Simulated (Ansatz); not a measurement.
## HgTe: energy along a strain

HgTe, F-43m, a = 6.512 Å. Ansatz: PBEsol, PAW, 420 eV, Γ-centred 16×16×16 mesh on 2 atoms, Gaussian smearing 0.15 eV; no spin polarisation. Cell vectors (Å): 0.000 3.256 3.256; 3.256 0.000 3.256; 3.256 3.256 0.000. The cell is strained by x per cent times the pattern (0 1 0 0 0 0) in the order xx yy zz yz xz xy (engineering shears), with fractional coordinates held. y is the free energy over the start, V0 = 34.515 Å³/atom.

| x (%) | y (meV/atom) |
| --- | --- |
| -4.00 | ? |
| -3.00 | 4.95 |
| -2.00 | 2.11 |
| 0.00 | 0.00 |
| 1.00 | 0.66 |
| 3.00 | 5.24 |
| 4.00 | 9.09 |

**Question.** Fit y = c1 x + c2 x² + c3 x³ to the other rows, get the stiffness along the pattern, and predict the missing energy.

**Answer.** Least squares on the rows shown. y = 0.1001 x + 0.5661 x² − 0.005747 x³. The clamped-ion stiffness p·C·p = 2 × 5.661 eV × 160.2 / 34.515 Å³ = 53 GPa, which is C22 in these axes (C11 of the cubic crystal); c1 is there for the stress left in the start, which by itself gives a slope of 0.10 meV/atom per %. At x = -4.00 the fit asked for gives 9.03 meV/atom. The run gave 9.02 meV/atom, so the fit is 0.01 meV/atom too high, a small miss on the scale of the series.

Spin–orbit coupling is left out, which can shift energies with elements as heavy as these.